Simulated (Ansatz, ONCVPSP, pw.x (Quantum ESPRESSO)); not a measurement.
# Equation-of-state test of one ONCV potential (platinum)

| Quantity | Value |
| --- | --- |
| Element | Pt |
| Generator | ONCVPSP 4.0.1.1 (patched build) |
| Type | optimised norm-conserving Vanderbilt (ONCV) |
| Functional | PBE |
| Relativity | scalar-relativistic |
| Frozen core | [Kr] 4d10 4f14 |
| Valence charge | 18 |
| Reference configuration | 5s2 5p6 5d9 6s1 |
| Partial waves | 5s+6s: rc 1.30 bohr, ncon 4, nbas 7, qcut 8.1 1/bohr, 3 projectors, debl 0.6 Ha; 5p: rc 1.65 bohr, ncon 4, nbas 8, qcut 8.7 1/bohr, 2 projectors, debl 3.9 Ha; 5d: rc 1.60 bohr, ncon 4, nbas 8, qcut 6.7 1/bohr, 2 projectors, debl 1.8 Ha |
| Local potential | polynomial inside 1.05 bohr (lpopt 5, dvloc0 0 Ha) |
| Core correction | none |

Atomic tests: cutoffs needed: 30 Ha and 49 Ha (the cutoffs (Ha) at which the residual kinetic energy of the hardest occupied pseudo-wave falls to 1 and 0.1 mHa per electron); ghost test: no bound ghost flagged; GHOST(+) flagged for s at 354.2 eV; largest excitation error: -12 meV (all-electron minus pseudo) for 5s2 5p6 5d7 6s0, out of 4 test configurations.

Crystal test: sc Pt in pw.x 7.5, no spin, 12³ k-points, Fermi–Dirac smearing 0.01 Ry, cutoffs 115/460 Ry. The lattice is a test structure that the element need not adopt, and mesh and smearing are coarse.

pw.x input:

```
&control
  calculation='scf', prefix='x', pseudo_dir='./', outdir='./tmp', tstress=.true., disk_io='low'
/
&system
  ibrav=0, nat=1, ntyp=1, ecutwfc=115, ecutrho=460, nbnd=17,
  occupations='smearing', smearing='fd', degauss=0.01
/
&electrons
  conv_thr=1e-09, mixing_beta=0.4, electron_maxstep=70
/
ATOMIC_SPECIES
Pt 1.0 Pt.UPF
CELL_PARAMETERS angstrom
  2.63007484 0.00000000 0.00000000
  0.00000000 2.63007484 0.00000000
  0.00000000 0.00000000 2.63007484
ATOMIC_POSITIONS crystal
Pt 0.0000 0.0000 0.0000
K_POINTS automatic
12 12 12 0 0 0
```

```bash
pw.x < Pt.scf.in > Pt.scf.out
```

Question: How does the run end?

Answer: It converges; the pressure is -2.86 GPa against -0.80 GPa from all-electron LAPW.  The log shows:

```
     number of Kohn-Sham states=           17
     kinetic-energy cutoff     =     115.0000  Ry
     charge density cutoff     =     460.0000  Ry
     scf convergence threshold =      1.0E-09
     Exchange-correlation= PBE
     number of k points=    84  Fermi-Dirac smearing, width (Ry)=  0.0100
     iteration #  1     ecut=   115.00 Ry     beta= 0.40
     total energy              =    -240.93710127 Ry
     estimated scf accuracy    <       0.07962494 Ry
     iteration #  2     ecut=   115.00 Ry     beta= 0.40
     total energy              =    -240.95155867 Ry
     estimated scf accuracy    <       0.00173976 Ry
     iteration #  3     ecut=   115.00 Ry     beta= 0.40
     total energy              =    -240.95168928 Ry
     estimated scf accuracy    <       0.00061249 Ry
     iteration #  4     ecut=   115.00 Ry     beta= 0.40
     total energy              =    -240.95172685 Ry
     estimated scf accuracy    <       0.00001245 Ry
     iteration #  5     ecut=   115.00 Ry     beta= 0.40
     total energy              =    -240.95173099 Ry
     estimated scf accuracy    <       0.00000331 Ry
     iteration #  6     ecut=   115.00 Ry     beta= 0.40
     total energy              =    -240.95173150 Ry
     estimated scf accuracy    <       0.00000062 Ry
     iteration #  7     ecut=   115.00 Ry     beta= 0.40
     total energy              =    -240.95173158 Ry
     estimated scf accuracy    <       0.00000001 Ry
     iteration #  8     ecut=   115.00 Ry     beta= 0.40
     the Fermi energy is    18.2194 ev
!    total energy              =    -240.95173159 Ry
     estimated scf accuracy    <          2.8E-10 Ry
     smearing contrib. (-TS)   =      -0.00597077 Ry
     The total energy is F=E-TS. E is the sum of the following terms:
     one-electron contribution =     -80.27702789 Ry
     hartree contribution      =      47.52929798 Ry
     xc contribution           =     -23.23586230 Ry
     ewald contribution        =    -184.96216861 Ry
     convergence has been achieved in   8 iterations
          total   stress  (Ry/bohr**3)                   (kbar)     P=      -28.58
```
